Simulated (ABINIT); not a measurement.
# TiO2 (R-3m) in ABINIT: reference runs

How does TiO2 come out in PBE? The cell is run as given.

All numbers are computed with ABINIT 10.8.3 (patched build); they aren't measurements. Logs are shortened: lines on timing, memory, paths and dates and some standing lists are left out, and cuts for length are marked. The log counts tension as positive stress, the text compression.

**1. The structure**

Symmetry: R-3m, No. 166, trigonal system. Conventional cell: a = 2.995 Å, b = 2.995 Å, c = 20.945 Å, α = 90.00°, β = 90.00°, γ = 120.00°. Ti (site symmetry -3m) has 6 O at 1.98 Å as nearest neighbours. Around O (site symmetry 3m) lie 3 Ti at 1.98 Å.

Measurements of this composition are mostly on another form, of space group No. 141.

**2. Single point, PBE**

The input, run.abi:

```
# Pseudopotentials
pp_dirpath "./"
pseudos "Ti.GGA_PBE-JTH.xml, O.GGA_PBE-JTH.xml"

# Structure
structure "poscar:POSCAR"
natom 3

# Plane-wave basis
ecut 23.0
pawecutdg 45.0
pawxcdev 0

# k points
kptopt 1
ngkpt 10 10 10
nshiftk 1
shiftk 0.0 0.0 0.0

# Exchange and correlation
ixc 11

# Bands and occupations
nband 16
occopt 3
tsmear 0.05 eV

# SCF cycle
nstep 100
tolvrs 1.0e-9

# Output
iomode 3
prtwf 0
prtden 0
prteig 0
prtebands 0
enunit 2
```

The input, POSCAR:

```
TiO2
1.0
    1.4973312015      0.8644845722      6.9815443949
   -1.4973312015      0.8644845722      6.9815443949
    0.0000000000     -1.7289691445      6.9815443949
Ti O
1 2
Direct
    0.0000000000      0.0000000000      0.0000000000  Ti
    0.3795330000      0.3795330000      0.3795330000  O
    0.6204670000      0.6204670000      0.6204670000  O
```

Potentials or basis: JTH PAW PBE v2.0.

On the command line:

```console
$ abinit run.abi > log 2>&1
```

run.abo:

```text
.Version 10.8.3 of ABINIT
 Symmetries : space group R-3 m (#166); Bravais hR (rhombohedral)
================================================================================
 Values of the parameters that define the memory need of the present run
     intxc =       0    ionmov =       0      iscf =      17    lmnmax =      18
     lnmax =       6     mgfft =      60  mpssoang =       3    mqgrid =    3001
     natom =       3  nloc_mem =       2    nspden =       1   nspinor =       1
    nsppol =       1      nsym =      12    n1xccc =       1    ntypat =       2
    occopt =       3   xclevel =       2
       mpw =        1947          nfft =      216000          nkpt =         116
 PAW method is used; the additional fine FFT grid is defined by:
   mgfftf=        90    nfftf =    729000
================================================================================
================================================================================

--------------------------------------------------------------------------------
------------- Echo of variables that govern the present computation ------------
--------------------------------------------------------------------------------
 -outvars: echo values of preprocessed input variables --------
            acell      1.0000000000E+00  1.0000000000E+00  1.0000000000E+00 Bohr
              amu      4.78800000E+01  1.59994000E+01
             ecut      2.30000000E+01 Hartree
           enunit           2
                       outvar_i_n : Printing only first  50 k-points.
              ixc          11
                       outvar_i_n : Printing only first  50 k-points.
         kptrlatt       10    0    0      0   10    0      0    0   10
          kptrlen      5.65909178E+01
            natom           3
            nband          16
            ngfft          60      60      60
          ngfftdg          90      90      90
             nkpt         116
            nstep         100
             nsym          12
           ntypat           2
                       prtocc : prtvol=0, do not print more k-points.
           occopt           3
        pawecutdg      4.50000000E+01 Hartree
         pawxcdev           0
           prtden           0
        prtebands           0
           prteig           0
            prtwf           0
            rprim      2.8295458906E+00  1.6336390815E+00  1.3193206842E+01
                      -2.8295458906E+00  1.6336390815E+00  1.3193206842E+01
                       0.0000000000E+00 -3.2672781633E+00  1.3193206842E+01
          spgroup         166
           tolvrs      1.00000000E-09
           tsmear      1.83746611E-03 Hartree
            typat      1  2  2
           useylm           1
                       outvars : Printing only first  50 k-points.
           xangst      0.0000000000E+00  0.0000000000E+00  0.0000000000E+00
                      -2.7103173838E-18 -3.7953397269E-11  7.9491794665E+00
                      -4.6025895505E-17 -6.2047244617E-11  1.2995453718E+01
            xcart      0.0000000000E+00  0.0000000000E+00  0.0000000000E+00
[... 166 lines left out ...]
 length scales=  1.000000000000  1.000000000000  1.000000000000 bohr
              =  0.529177210544  0.529177210544  0.529177210544 angstroms
 Fermi (or HOMO) energy (hartree) =   0.00835   Average Vxc (hartree)=  -0.27713
 Eigenvalues (hartree) for nkpt= 116  k points:
 kpt#   1, nband= 16, wtk=  0.00100, kpt=  0.0000  0.0000  0.0000 (reduced coord)
  -2.11239   -1.24032   -1.23005   -1.23005   -0.68171   -0.61716   -0.17524   -0.17422
  -0.17422   -0.06446   -0.04876   -0.04876    0.05658    0.05658    0.11851    0.20909
      occupation numbers for kpt#   1
   2.00000    2.00000    2.00000    2.00000    2.00000    2.00000    2.00000    2.00000
   2.00000    2.00000    2.00000    2.00000    0.00000    0.00000    0.00000    0.00000
 prteigrs : prtvol=0 or 1, do not print more k-points.

 Fermi (or HOMO) energy (eV) =   0.22717   Average Vxc (eV)=  -7.54105
 Eigenvalues (   eV  ) for nkpt= 116  k points:
 kpt#   1, nband= 16, wtk=  0.00100, kpt=  0.0000  0.0000  0.0000 (reduced coord)
 -57.48105  -33.75079  -33.47129  -33.47129  -18.55031  -16.79380   -4.76845   -4.74075
  -4.74075   -1.75401   -1.32695   -1.32695    1.53954    1.53954    3.22488    5.68952
 prteigrs : prtvol=0 or 1, do not print more k-points.

--- !EnergyTerms
iteration_state     : {dtset: 1, }
comment             : Components of total free energy in Hartree
kinetic             :  2.28273345058780E+01
hartree             :  6.43224447092644E+01
xc                  : -9.18589402726634E+00
Ewald energy        : -1.62804937493095E+01
psp_core            :  2.27461292988898E+00
local_psp           : -1.57060661028170E+02
PAW spherical_terms :  1.98766562726331E+00
internal            : -9.11149910324513E+01
'-kT*entropy'       : -1.92732186142783E-14
total_energy        : -9.11149910324513E+01
total_energy_eV     : -2.47936521378313E+03
...

--- !EnergyTermsDC
iteration_state     : {dtset: 1, }
comment             : '"Double-counting" decomposition of free energy'
band_energy         : -1.56767909269904E+01
Ewald energy        : -1.62804937493095E+01
psp_core            :  2.27461292988898E+00
xc_dc               : -6.21688243763990E+01
PAW spherical_terms :  7.36505933610596E-01
internal            : -9.11149901891993E+01
'-kT*entropy'       : -1.92732186142783E-14
total_energy_dc     : -9.11149901891993E+01
total_energy_dc_eV  : -2.47936519083707E+03
...

--- !EnergyTermsWithPAWCore
iteration_state     : {dtset: 1, }
comment             : 'Components of total free energy, including PAW core contributions'
Total energy        : -1.00449923868644E+03
Total energy DC     : -1.00449923784319E+03
Total energy (eV)   : -2.73338167676905E+04
Total energy DC (eV): -2.73338167447445E+04
...

 Cartesian components of stress tensor (hartree/bohr^3)
  sigma(1 1)=  1.90540080E-05  sigma(3 2)=  2.97696424E-14
  sigma(2 2)=  1.90540083E-05  sigma(3 1)=  0.00000000E+00
  sigma(3 3)=  2.09060981E-05  sigma(2 1)=  0.00000000E+00

-Cartesian components of stress tensor (GPa)         [Pressure= -5.7875E-01 GPa]
- sigma(1 1)=  5.60588270E-01  sigma(3 2)=  8.75853118E-10
- sigma(2 2)=  5.60588278E-01  sigma(3 1)=  0.00000000E+00
- sigma(3 3)=  6.15078643E-01  sigma(2 1)=  0.00000000E+00

== END DATASET(S) ==============================================================
================================================================================

 -outvars: echo values of variables after computation  --------
            acell      1.0000000000E+00  1.0000000000E+00  1.0000000000E+00 Bohr
           etotal     -9.1114990189E+01
            fcart     -0.0000000000E+00 -0.0000000000E+00 -0.0000000000E+00
                      -6.3590752053E-20  2.1548983853E-19 -1.5972244732E-03
                       6.3590752053E-20 -2.1548983853E-19  1.5972244732E-03
            rprim      2.8295458906E+00  1.6336390815E+00  1.3193206842E+01
                      -2.8295458906E+00  1.6336390815E+00  1.3193206842E+01
                       0.0000000000E+00 -3.2672781633E+00  1.3193206842E+01
           strten      1.9054007999E-05  1.9054008269E-05  2.0906098137E-05
                       2.9769642381E-14  0.0000000000E+00  0.0000000000E+00
           xangst      0.0000000000E+00  0.0000000000E+00  0.0000000000E+00
                      -2.7103173838E-18 -3.7953397269E-11  7.9491794665E+00
                      -4.6025895505E-17 -6.2047244617E-11  1.2995453718E+01
             xred      0.0000000000E+00  0.0000000000E+00  0.0000000000E+00
                       3.7953300000E-01  3.7953300000E-01  3.7953300000E-01
                       6.2046700000E-01  6.2046700000E-01  6.2046700000E-01
 Calculation completed.
```

Run time: 11 min. Hardware: 1 thread of Arm Neoverse V1, shared host; peak memory 0.46 GiB.

Results:

```
Free energy                                           : -2479.3652 eV
Pressure                                              : -0.6 GPa
Largest force                                         : 0.082 eV/Å
Band gap on the k mesh                                : 2.69 eV, indirect (least direct gap 2.87 eV)
Valence electrons inside the program's atomic spheres : Ti 10.33; O 4.57
```

Forces in eV/Å, atoms in the order of the input:
```
Ti   0.000  0.000  0.000
O    0.000  0.000 -0.082
O    0.000  0.000  0.082
```

Levels at points of the mesh, in eV from the valence-band top:
```csv
k point,band 8,band 9,band 10,band 11,band 12,band 13,band 14,band 15,band 16
"(0.00, 0.00, 0.00)",-3.59,-3.59,-0.61,-0.18,-0.18,2.69,2.69,4.37,6.84
"(0.50, 0.00, 0.00)",-2.76,-2.52,-1.67,-1.20,-0.64,2.93,3.72,3.79,6.27
"(0.50, 0.50, 0.00)",-2.76,-2.53,-1.67,-1.20,-0.63,2.93,3.72,3.78,6.26
"(0.50, 0.50, 0.50)",-3.59,-3.59,-0.67,-0.18,-0.18,2.69,2.69,4.39,6.83
```

A k mesh can miss the band edges. As with any semilocal functional, this PBE gap is likely too small.
